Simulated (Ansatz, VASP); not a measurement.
# PbF2 in VASP and in Ansatz

Contents of POSCAR:

```
PbF2
1.0
   -0.0148021945      2.9604388914      2.9604388914
    2.9604388914     -0.0148021945      2.9604388914
    2.9456366969      2.9456366969      0.0000000000
Pb F
1 2
Direct
    0.0000000000      0.0000000000      0.0000000000
    0.2510679589      0.2510679589      0.2489320411
    0.7489320411      0.7489320411      0.7510679589
```

File INCAR.step1:

```
SYSTEM = PbF2
PREC = Accurate ; ENCUT = 520
ISMEAR = 0 ; SIGMA = 0.01
LREAL = .False. ; LASPH = .True.
NELM = 100 ; NBANDS = 21
GGA = PE ; ALGO = Normal
EDIFF = 1E-4 ; LWAVE = .True.
LCHARG = .False.
```

File INCAR.step2:

```
SYSTEM = PbF2
PREC = Accurate ; ENCUT = 520
EDIFF = 1E-6 ; ISMEAR = 0
SIGMA = 0.01 ; LREAL = .False.
LASPH = .True. ; NELM = 100
ALGO = Normal ; ISIF = 2
LWAVE = .False. ; LCHARG = .False.
METAGGA = R2SCAN ; LMIXTAU = .True.
NBANDS = 21 ; ISTART = 1
```

Contents of KPOINTS:

```
regular mesh
0
Gamma
  8 8 8
  0 0 0
```

Input for Ansatz:

```yaml
crystal:
  lattice:
    - [-0.0148021945, 2.9604388914, 2.9604388914]
    - [2.9604388914, -0.0148021945, 2.9604388914]
    - [2.9456366969, 2.9456366969, 0.0]
  atoms:
    - { symbol: Pb, position: [0.0, 0.0, 0.0] }
    - { symbol: F, position: [0.2510679589, 0.2510679589, 0.2489320411] }
    - { symbol: F, position: [0.7489320411, 0.7489320411, 0.7510679589] }
kpoints:
  mp_grid: { grid: [8, 8, 8] }
  band_path:
    path:
      - [0.0, 0.0, 0.0]
      - [0.5, 0.0, 0.5]
      - [0.625, 0.25, 0.625]
      - [0.375, 0.375, 0.75]
      - [0.5, 0.5, 0.5]
      - [0.5, 0.25, 0.75]
      - [0.25, 0.489583, -0.260417]
      - [0.0, 0.5, 0.5]
    npoints: 1
hamiltonian:
  xc: r2scan
scf:
  occupations: { method: fixed }
  n_extra_bands: 4
output:
  forces: true
  stress: true
  eigenvalues: true
```

Change from the starting cell: shear_xy strain -1.0%.

Alike in both runs: task single point; functional r2SCAN; k mesh 8 × 8 × 8; no spin polarisation.

|  | VASP | Ansatz |
| --- | --- | --- |
| version | VASP 6.6.1 | Ansatz 0.2.0 |
| potentials or method | VASP PAW PBE potentials, release 64 (Pb_d, F) | plane waves, PAW |
| plane-wave cutoff (eV) | 520 | 500 |
| occupations | gaussian, width 0.01 eV | fixed |
| valence electrons in the cell | 28 | 28 |

```tsv
	VASP	Ansatz	Ansatz less VASP
gap on the k mesh at the Fermi level (eV)	4.93	4.93	-0.001
pressure (GPa)	-0.1	0.0	+0.08
largest component of the traceless stress (GPa)	0.24	0.23	-0.005
```

Caveats: the PAW data sets were made with another functional, which shifts forces and pressure a little (VASP); spin-orbit coupling is left out, which as a rule narrows the gap of such compounds by several tenths of an eV. A k mesh can miss the band edges.
